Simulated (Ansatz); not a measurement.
## Al2Cu (Fm-3m), an elastic constant from a strain scan

Method: DFT PBEsol, scalar-relativistic, plane waves, PAW in Ansatz. Settings: plane waves to 420 eV, k-mesh 16×16×16 (Γ-centred), Gaussian smearing 0.15 eV. No spin polarisation. Energies are free energies at this smearing, counted from the undisturbed cell; pressure is positive in compression.

The starting cell (relaxed at this level; it needn't be the usual structure):

```yaml
crystal:
  lattice:
    - [-2.02463, 2.02463, 2.86301]
    - [2.02463, -2.02463, 2.86301]
    - [2.02463, 2.02463, -2.86301]
  atoms:
    - { symbol: Al, position: [0.75000, 0.25000, 0.50000] }
    - { symbol: Al, position: [0.25000, 0.75000, 0.50000] }
    - { symbol: Cu, position: [0.50000, 0.50000, 0.00000] }
```

The cell is strained by ε times the Voigt pattern (0, 0, 1, 0, 0, 0) (xx, yy, zz, yz, xz, xy; engineering shear) with fractional coordinates fixed. The cell holds 3 atoms in V0 = 46.94 Å³. The stress column is τ = (1/V0) dE/dε, got from the stress tensor σ (compression positive) at each point as −det(1 + εP) σ : P(1 + εP)⁻¹, with P the pattern as a tensor.

| ε | ΔE (meV/atom) | τ (GPa) |
| --- | --- | --- |
| -0.1000 | 111.628 | -25.976 |
| -0.0750 | 58.772 | -17.620 |
| -0.0500 | 24.468 | -10.663 |
| -0.0250 | 5.778 | -4.843 |
| 0.0000 | 0.000 | -0.029 |
| 0.0250 | 4.965 | 3.959 |
| 0.0500 | 18.763 | 7.242 |
| 0.0750 | 39.828 | 9.897 |
| 0.0875 | 52.584 | 10.974 |
| 0.1000 | ? | ? |

Which combination of elastic constants does this scan measure, and how large is it?

For small ε, τ = τ0 + Kε with K = pᵀCp, which for this pattern is C33 in the Cartesian frame shown. The parabola through τ at ε = -0.0250, 0 and 0.0250 has slope K = 176 GPa at zero. The energies per cell, E = NΔE, of the same two points give K = 2[E(ε₊)/ε₊ − E(ε₋)/ε₋]/[(ε₊ − ε₋)V0] = 176 GPa, in agreement.

Predict the withheld row at ε = 0.1000 from the harmonic law, and compare.

ΔE = V0(τ0 ε + Kε²/2)/N = 85.688 meV/atom and τ = 17.58 GPa. The calculation gives 66.573 meV/atom and 11.93 GPa: the energy lies 22 % below the harmonic value, as bonds soften when stretched.

In a metal these slopes depend on the k mesh and the smearing.